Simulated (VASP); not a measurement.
# LiCl (P6_3mc) in VASP: a series of runs

The runs below take LiCl through single point, with PBE.

Everything below comes from runs of VASP 6.6.1. Logs are shortened: lines on timing, memory, paths and dates and some standing lists are left out, and cuts for length are marked.

### 1 The undisturbed crystal

It takes space group P6_3mc (No. 186, hexagonal). The conventional cell has a = 3.925 Å, b = 3.925 Å, c = 6.357 Å, α = 90.00°, β = 90.00°, γ = 120.00°. Li (site symmetry 3m) is surrounded by 4 Cl at 2.40 Å. Cl (site symmetry 3m) is surrounded by 4 Li at 2.40 Å.

Measurements of this composition are mostly on another form, of space group No. 225.

### 2 Single point, PBE (strained and moved within the space group)

Contents of INCAR:

```
PREC     = Accurate       # precision mode
ENCUT    = 520            # plane-wave cutoff, eV
EDIFF    = 1E-6           # SCF threshold, eV
ISMEAR   = 0              # smearing method
SIGMA    = 0.02           # smearing width, eV
LREAL    = F              # projectors in reciprocal space
LASPH    = T              # aspherical terms in the spheres
NELM     = 100            # most SCF steps
ALGO     = Normal         # electronic algorithm
ISIF     = 2              # what is computed and relaxed
LWAVE    = F              # write WAVECAR
LCHARG   = F              # write CHGCAR
GGA      = PE             # functional
NBANDS   = 18             # bands
```

Contents of KPOINTS:

```
Automatic mesh
0
Gamma
  9 9 4
```

Contents of POSCAR:

```
LiCl
1.0
    4.1392592745      0.0000000000      0.0000000000
   -2.0696296373      3.5847036846      0.0000000000
    0.0000000000      0.0000000000      6.3229594738
Li Cl
2 2
Direct
    0.6666666700      0.3333333300      0.9153427305
    0.3333333300      0.6666666700      0.4153427305
    0.6666666700      0.3333333300      0.4596582695
    0.3333333300      0.6666666700      0.9596582695
```

Potentials or basis: VASP PAW PBE potentials, release 64 (Li_sv, Cl).

On the command line:

```sh
> cat potpaw_PBE.64/Li_sv/POTCAR potpaw_PBE.64/Cl/POTCAR > POTCAR
> mpirun -np 1 vasp_std > vasp.out
```

OUTCAR:

```text
PREC = Accurate
   ENCUT = 520
   EDIFF = 1E-6
   ISMEAR = 0
   LREAL = F
   LASPH = T
   NELM = 100
   ISIF = 2
   GGA = PE

 ion  position               nearest neighbor table
   1  0.667  0.333  0.915-   4 2.41   4 2.41   4 2.41
   2  0.333  0.667  0.415-   3 2.41   3 2.41   3 2.41
   3  0.667  0.333  0.460-   2 2.41   2 2.41   2 2.41
   4  0.333  0.667  0.960-   1 2.41   1 2.41   1 2.41

  LATTYP: Found a hexagonal cell.
 ALAT       =     4.1392592745
 C/A-ratio  =     1.5275582065

  Lattice vectors:

 A1 = (   4.1392592745,   0.0000000000,   0.0000000000)
 A2 = (  -2.0696296373,   3.5847036846,   0.0000000000)
 A3 = (   0.0000000000,   0.0000000000,   6.3229594738)

Analysis of symmetry for initial positions (statically):
=====================================================================
 Subroutine PRICEL returns:
 Original cell was already a primitive cell.

 Routine SETGRP: Setting up the symmetry group for a
 hexagonal supercell.

 Subroutine GETGRP returns: Found 12 space group operations
 (whereof  6 operations were pure point group operations)
 out of a pool of 24 trial point group operations.

The static configuration has the point symmetry C_3v.
 The point group associated with its full space group is C_6v.

Analysis of symmetry for dynamics (positions and initial velocities):
=====================================================================
 Subroutine PRICEL returns:
 Original cell was already a primitive cell.

 Routine SETGRP: Setting up the symmetry group for a
 hexagonal supercell.

 Subroutine GETGRP returns: Found 12 space group operations
 (whereof  6 operations were pure point group operations)
 out of a pool of 24 trial point group operations.

The dynamic configuration has the point symmetry C_3v.
 The point group associated with its full space group is C_6v.

 Subroutine INISYM returns: Found 12 space group operations
 (whereof  6 operations are pure point group operations),
 and found     1 'primitive' translations

----------------------------------------------------------------------------------------

                                     Primitive cell

  volume of cell :      93.8202

  direct lattice vectors                    reciprocal lattice vectors
     4.139259274  0.000000000  0.000000000     0.241589119  0.139481543  0.000000000
    -2.069629637  3.584703685  0.000000000     0.000000000  0.278963085  0.000000000
     0.000000000  0.000000000  6.322959474     0.000000000  0.000000000  0.158153789

  length of vectors
     4.139259274  4.139259275  6.322959474     0.278963085  0.278963085  0.158153789

  position of ions in fractional coordinates (direct lattice)
     0.666666670  0.333333330  0.915342731
     0.333333330  0.666666670  0.415342731
     0.666666670  0.333333330  0.459658269
     0.333333330  0.666666670  0.959658269

  ion indices of the primitive-cell ions
   primitive index   ion index
                 1           1
                 2           2
                 3           3
                 4           4

----------------------------------------------------------------------------------------

 KPOINTS: Automatic mesh

Automatic generation of k-mesh.
 Grid dimensions read from file:
 generate k-points for:    9    9    4

 Generating k-lattice:

  Cartesian coordinates                     Fractional coordinates (reciprocal lattice)
     0.026843235  0.015497949  0.000000000     0.111111111  0.000000000  0.000000000
     0.000000000  0.030995898  0.000000000     0.000000000  0.111111111  0.000000000
     0.000000000  0.000000000  0.039538447     0.000000000  0.000000000  0.250000000

  Length of vectors
     0.030995898  0.030995898  0.039538447

  Shift w.r.t. Gamma in fractional coordinates (k-lattice)
     0.000000000  0.000000000  0.000000000

 Subroutine IBZKPT returns following result:
 ===========================================

 Found     36 irreducible k-points:

 Following reciprocal coordinates:
            Coordinates               Weight
  0.000000  0.000000  0.000000      1.000000
  0.111111  0.000000  0.000000      6.000000
  0.222222  0.000000  0.000000      6.000000
  0.333333 -0.000000  0.000000      6.000000
  0.444444  0.000000  0.000000      6.000000
  0.111111  0.111111  0.000000      6.000000
[... 16 lines left out ...]
  0.333333  0.222222  0.250000     24.000000
  0.333333  0.333333  0.250000      4.000000
 [... further k-points ...]
   k-points           NKPTS =     36   k-points in BZ     NKDIM =     36   number of bands    NBANDS=     18
   number of dos      NEDOS =    301   number of ions     NIONS =      4
   total plane-waves  NPLWV =  49152
   dimension x,y,z NGX =    32 NGY =   32 NGZ =   48
   dimension x,y,z NGXF=    64 NGYF=   64 NGZF=   96
   ions per type =               2   2
   NGX,Y,Z   is equivalent  to a cutoff of  12.85, 12.85, 12.62 a.u.
   NGXF,Y,Z  is equivalent  to a cutoff of  25.70, 25.70, 25.24 a.u.
 SYSTEM =  unknown system
   PREC   = accura    normal or accurate (medium, high low for compatibility)
   ISTART =      0    job   : 0-new  1-cont  2-samecut
   ICHARG =      2    charge: 1-file 2-atom 10-const
   ISPIN  =      1    spin polarized calculation?
   LNONCOLLINEAR =      F non collinear calculations
   LSORBIT =      F    spin-orbit coupling
   LASPH  =      T    aspherical Exc in radial PAW
   ENCUT  =  520.0 eV  38.22 Ry    6.18 a.u.   7.70  7.70 11.76*2*pi/ulx,y,z
   NELM   =    100;   NELMIN=  2; NELMDL= -5     # of ELM steps
   EDIFF  = 0.1E-05   stopping-criterion for ELM
   LREAL  =      F    real-space projection
   EDIFFG = 0.1E-04   stopping-criterion for IOM
   NSW    =      0    number of steps for IOM
   IBRION =     -1    ionic relax: 0-MD 1-quasi-New 2-CG
   NFREE  =      0    steps in history (QN), initial steepest desc. (CG)
   ISIF   =      2    stress and relaxation
   ISYM   =      2    0-nonsym 1-usesym 2-fastsym
   POTIM  = 0.5000    time-step for ionic-motion
   TEBEG  =    0.0;   TEEND  =   0.0 temperature during run
   PSTRESS=    0.0 pullay stress
   NELECT =      20.0000    total number of electrons
   NUPDOWN=      -1.0000    fix difference up-down
   EMIN   =  10.00;   EMAX   =-10.00  energy-range for DOS
   EFERMI =   0.00;   METHOD = LEGACY
   ISMEAR =     0;   SIGMA  =   0.02  broadening in eV -4-tet -1-fermi 0-gaus
   EFERMI_NEDOS =   21; number of points for ismear=-14 and -15
   IALGO  =     38    algorithm
   IMIX   =      4    mixing-type and parameters
     AMIX     =   0.40;   BMIX     =  1.00
     AMIX_MAG =   1.60;   BMIX_MAG =  1.00
  volume/ion in A,a.u.               =      23.46       158.28
  Fermi-wavevector in a.u.,A,eV,Ry     =   0.977956  1.848069 13.012589  0.956398
  Thomas-Fermi vector in A             =   2.108694
   LORBIT       =      0    0 simple, 1 ext, 2 COOP (PROOUT), +10 PAW based schemes
   GGA     = PE    functional components
   LHFCALC =     F    Hartree Fock is set to
   AEXX    =    0.0000 exact exchange contribution
   IVDW    =     0    specifies the selected vdW correction
   LEPSILON=     F    determine dielectric tensor
   LRPA    =     F    only Hartree local field effects (RPA)
 non-spin polarized calculation
 Gauss-broadening in eV      SIGMA  =   0.02
  energy-cutoff  :      520.00
  volume of cell :       93.82
 maximum number of plane-waves:      2550
 NGX is ok and might be reduce to    32
   NGX = 15   NGY = 15   NGZ = 23

 number of electron      19.9999995 magnetization

 Free energy of the ion-electron system (eV)
  ---------------------------------------------------
  ext. energy  EPLUGINS =         0.00000000
  ---------------------------------------------------
  free energy    TOTEN  =       -14.69590403 eV

  energy without entropy =      -14.69590403  energy(sigma->0) =      -14.69590403

 E-fermi :  -1.3393     XC(G=0):  -7.1878

 val. band max:       -1.5079524461   @ k =   0.0000   0.0000   0.0000
 cond. band min:       3.7384708065   @ k =   0.0000   0.0000   0.0000
 fundamental gap:      5.2464232526
 Fermi energy:        -1.3392876459

 k-point     1 :       0.0000    0.0000    0.0000
  band No.  band energies     occupation
      1     -45.1120      2.00000
      2     -45.1113      2.00000
      3     -14.3236      2.00000
      4     -14.0381      2.00000
      5      -3.4383      2.00000
      6      -2.3260      2.00000
[... 10 lines left out ...]
     17       8.4018      0.00000
     18       9.5639      0.00000

 k-point     2 :       0.1111    0.0000    0.0000
  band No.  band energies     occupation
      1     -45.1119      2.00000
      2     -45.1112      2.00000
      3     -14.3060      2.00000
      4     -14.0355      2.00000
      5      -3.3744      2.00000
      6      -2.4471      2.00000
[... 10 lines left out ...]
     17       8.6414      0.00000
     18       9.4159      0.00000

 k-point     3 :       0.2222    0.0000    0.0000
  band No.  band energies     occupation
      1     -45.1117      2.00000
      2     -45.1111      2.00000
      3     -14.2589      2.00000
      4     -14.0312      2.00000
      5      -3.1952      2.00000
      6      -2.7551      2.00000
[... 10 lines left out ...]
     17       8.7392      0.00000
     18       9.2993      0.00000

 k-point     4 :       0.3333   -0.0000    0.0000
  band No.  band energies     occupation
      1     -45.1115      2.00000
      2     -45.1111      2.00000
      3     -14.1973      2.00000
      4     -14.0331      2.00000
      5      -3.1129      2.00000
      6      -2.9191      2.00000
[... 375 lines left out ...]
      4     -14.0572      2.00000
      5      -3.1677      2.00000
      6      -3.1200      2.00000
[... 10 lines left out ...]
     17       8.8078      0.00000
     18      10.1175      0.00000

 k-point    23 :       0.3333    0.2222    0.2500
  band No.  band energies     occupation
      1     -45.1112      2.00000
      2     -45.1111      2.00000
      3     -14.1093      2.00000
      4     -14.0643      2.00000
      5      -3.3141      2.00000
      6      -3.0646      2.00000
[... 10 lines left out ...]
     17       9.2122      0.00000
     18      10.1349      0.00000

 k-point    24 :       0.3333    0.3333    0.2500
  band No.  band energies     occupation
      1     -45.1111      2.00000
      2     -45.1111      2.00000
      3     -14.0813      2.00000
      4     -14.0813      2.00000
      5      -3.3137      2.00000
      6      -2.9694      2.00000
[... 10 lines left out ...]
     17       9.7420      0.00000
     18       9.7450      0.00000

 [... further k-points ...]

------------------------ aborting loop because EDIFF is reached ----------------------------------------

  FORCE on cell =-STRESS in cart. coord.  units (eV):
  Direction    XX          YY          ZZ          XY          YZ          ZX
  --------------------------------------------------------------------------------------
  -------------------------------------------------------------------------------------
  Total       -1.0761411     -1.0761411     -1.2025498      0.0000000      0.0000000      0.0000000
  in kB      -18.3773760    -18.3773760    -20.5360706      0.0000000      0.0000000      0.0000000
  external PRESSURE =     -19.0969409 kB  Pullay stress =       0.0000000 kB

 VOLUME and BASIS-vectors are now :
 -----------------------------------------------------------------------------
  energy-cutoff  :      520.00
  volume of cell :       93.82
      direct lattice vectors                 reciprocal lattice vectors
     4.139259274  0.000000000  0.000000000     0.241589119  0.139481543  0.000000000
    -2.069629637  3.584703685  0.000000000     0.000000000  0.278963085  0.000000000
     0.000000000  0.000000000  6.322959474     0.000000000  0.000000000  0.158153789

 POSITION                                       TOTAL-FORCE (eV/Angst)
 -----------------------------------------------------------------------------------
      2.06963      1.19490      5.78767        -0.000000      0.000000     -0.119401
     -0.00000      2.38980      2.62620         0.000000     -0.000000     -0.119401
      2.06963      1.19490      2.90640        -0.000000      0.000000      0.119401
     -0.00000      2.38980      6.06788         0.000000     -0.000000      0.119401
 -----------------------------------------------------------------------------------
    total drift:                                0.000006     -0.000004     -0.000119

  FREE ENERGIE OF THE ION-ELECTRON SYSTEM (eV)
  ---------------------------------------------------
  free  energy   TOTEN  =       -14.6959040315 eV

  energy  without entropy=      -14.6959040315  energy(sigma->0) =      -14.69590403
```

Run time: 19 s. Hardware: 1 thread of Intel Xeon 6975P-C (Granite Rapids), shared host; peak memory 0.22 GiB.

What came out:

```yaml
Free_energy: -14.6959 eV
Largest_force: 0.119 eV/Å
Band_gap_on_the_k_mesh: 5.25 eV, direct
```

Forces on the atoms (eV/Å):
```
Li   0.000  0.000 -0.119
Li   0.000  0.000 -0.119
Cl   0.000  0.000  0.119
Cl   0.000  0.000  0.119
```

Caveat: the cutoff is under 1.25 times the usual one of these potentials, so pressure, stress and relaxed cells hold a basis-set (Pulay) error; an odd mesh through Γ misses points on the zone boundary, where band edges often lie.

### 3 Single point, PBE (all atoms moved at random, cell strained at random)

Contents of INCAR:

```
SYSTEM = LiCl
ALGO     = Fast           ! electronic algorithm
EDIFF    = 1E-7           ! SCF threshold, eV
ENCUT    = 520            ! plane-wave cutoff, eV
GGA      = PE             ! functional
ISIF     = 2              ! what is computed and relaxed
ISMEAR   = 0              ! smearing method
LASPH    = .TRUE.         ! aspherical terms in the spheres
LCHARG   = .FALSE.        ! write CHGCAR
LREAL    = .FALSE.        ! projectors in reciprocal space
LWAVE    = .FALSE.        ! write WAVECAR
NBANDS   = 18             ! bands
NELM     = 100            ! most SCF steps
PREC     = Accurate       ! precision mode
SIGMA    = 0.02           ! smearing width, eV
```

Contents of KPOINTS:

```
k-points
0
G
  9 9 4
  0 0 0
```

Contents of POSCAR:

```
LiCl
1.0
    3.8034856016     -0.0082030038      0.0392488221
   -1.9088468105      3.2764666935      0.0078059039
    0.0635716100      0.0513022893      6.0615530135
Li Cl
2 2
Direct
    0.6561760154      0.3299117834      0.8771527271
    0.3386768441      0.6645278356      0.3771448619
    0.6710112603      0.3318005477      0.4996320880
    0.3341373512      0.6737627752      0.9960723229
```

Potentials or basis: VASP PAW PBE potentials, release 64 (Li_sv, Cl).

On the command line:

```sh
> cat potpaw_PBE.64/Li_sv/POTCAR potpaw_PBE.64/Cl/POTCAR > POTCAR
> mpirun -np 1 vasp_std > vasp.out
```

OUTCAR:

```text
SYSTEM = LiCl
   EDIFF = 1E-7
   ENCUT = 520
   GGA = PE
   ISIF = 2
   ISMEAR = 0
   LASPH = .TRUE.
   LREAL = .FALSE.
   NELM = 100
   PREC = Accurate

 ion  position               nearest neighbor table
   1  0.656  0.330  0.877-   4 2.25   3 2.29   4 2.30   4 2.36
   2  0.339  0.665  0.377-   3 2.30   4 2.31   3 2.32   3 2.32
   3  0.671  0.332  0.500-   1 2.29   2 2.30   2 2.32   2 2.32
   4  0.334  0.674  0.996-   1 2.25   1 2.30   2 2.31   1 2.36

  LATTYP: Found a triclinic cell.
[... 707 lines left out ...]

  FORCE on cell =-STRESS in cart. coord.  units (eV):
  Direction    XX          YY          ZZ          XY          YZ          ZX
  --------------------------------------------------------------------------------------
  -------------------------------------------------------------------------------------
  Total        1.2923347      1.6619475      1.5897372     -0.0147483     -0.1899082     -0.1611574
  in kB       27.4497356     35.3004669     33.7666904     -0.3132607     -4.0337295     -3.4230520
  external PRESSURE =      32.1722977 kB  Pullay stress =       0.0000000 kB

 VOLUME and BASIS-vectors are now :
 -----------------------------------------------------------------------------
  energy-cutoff  :      520.00
  volume of cell :       75.43
      direct lattice vectors                 reciprocal lattice vectors
     3.803485602 -0.008203004  0.039248822     0.263289462  0.153400289 -0.004059607
    -1.908846811  3.276466694  0.007805904     0.000685882  0.305612596 -0.002593762
     0.063571610  0.051302289  6.061553014    -0.001705694 -0.001386833  0.165003850

 POSITION                                       TOTAL-FORCE (eV/Angst)
 -----------------------------------------------------------------------------------
      1.92177      1.12056      5.34524         0.082433      0.161888      0.039989
      0.04365      2.19387      2.30456         0.037073      0.022469      0.022192
      1.95059      1.10726      3.05747        -0.051786     -0.010988     -0.101475
      0.04810      2.25592      6.05612        -0.067720     -0.173368      0.039295
 -----------------------------------------------------------------------------------
    total drift:                                0.000139     -0.000182     -0.001206

  FREE ENERGIE OF THE ION-ELECTRON SYSTEM (eV)
  ---------------------------------------------------
  free  energy   TOTEN  =       -14.7839743649 eV

  energy  without entropy=      -14.7839743649  energy(sigma->0) =      -14.78397436
```

It took 2.7 min on 1 thread of Intel Xeon 6975P-C (Granite Rapids), shared host; peak memory 0.3 GiB.

What came out:

| Property | Result |
| --- | --- |
| Free energy | -14.7840 eV |
| Largest force | 0.190 eV/Å |
| Band gap on the k mesh | 6.31 eV, direct |

Forces on the atoms (eV/Å):
```
Li   0.082  0.162  0.040
Li   0.037  0.022  0.022
Cl  -0.052 -0.011 -0.101
Cl  -0.068 -0.173  0.039
```

Caveat: the cutoff is under 1.25 times the usual one of these potentials, so pressure, stress and relaxed cells hold a basis-set (Pulay) error; an odd mesh through Γ misses points on the zone boundary, where band edges often lie.

### 4 Single point, PBE (all atoms moved at random, cell strained at random)

Contents of INCAR:

```
SYSTEM = LiCl
  PREC = Accurate
  ENCUT = 520
  EDIFF = 1E-6
  ISMEAR = 0
  SIGMA = 0.02
  LREAL = .False.
  LASPH = .True.
  NELM = 100
  ALGO = Fast
  ISIF = 2
  LWAVE = .False.
  LCHARG = .False.
  GGA = PE
  NBANDS = 18
```

Contents of KPOINTS:

```
regular mesh
0
Gamma
  9 9 4
  0 0 0
```

Contents of POSCAR:

```
LiCl
1.0
    3.9961973180     -0.0418784932     -0.0993387687
   -2.0343664980      3.4826993759     -0.0062109598
   -0.1608997449     -0.1045117268      6.1874883729
Li Cl
2 2
Direct
    0.6624652362      0.3340364681      0.8769765478
    0.3368875050      0.6659429379      0.3759682361
    0.6737111642      0.3367519346      0.4936388467
    0.3269386424      0.6632686594      1.0034167963
```

On the command line:

```sh
> cat potpaw_PBE.64/Li_sv/POTCAR potpaw_PBE.64/Cl/POTCAR > POTCAR
> mpirun -np 1 vasp_std > vasp.out
```

It took 2.9 min on 1 thread of Intel Xeon 6975P-C (Granite Rapids), shared host; peak memory 0.33 GiB.

Results (log left out):

```
Free energy            : -14.8408 eV
Largest force          : 0.294 eV/Å
Band gap on the k mesh : 5.79 eV, direct
```

Forces on the atoms (eV/Å):
```
Li  -0.073 -0.052  0.076
Li  -0.013 -0.008  0.164
Cl  -0.016  0.001  0.030
Cl   0.102  0.060 -0.270
```

Levels at points of the mesh, in eV from the valence-band top:
```csv
k point,band 8,band 9,band 10,band 11,band 12,band 13
"(0.00, 0.00, 0.00)",-0.19,-0.16,0.00,5.79,8.00,9.69
"(0.00, 0.00, 0.50)",-0.37,-0.29,-0.27,7.01,7.09,9.72
```

Caveat: the cutoff is under 1.25 times the usual one of these potentials, so pressure, stress and relaxed cells hold a basis-set (Pulay) error; an odd mesh through Γ misses points on the zone boundary, where band edges often lie.
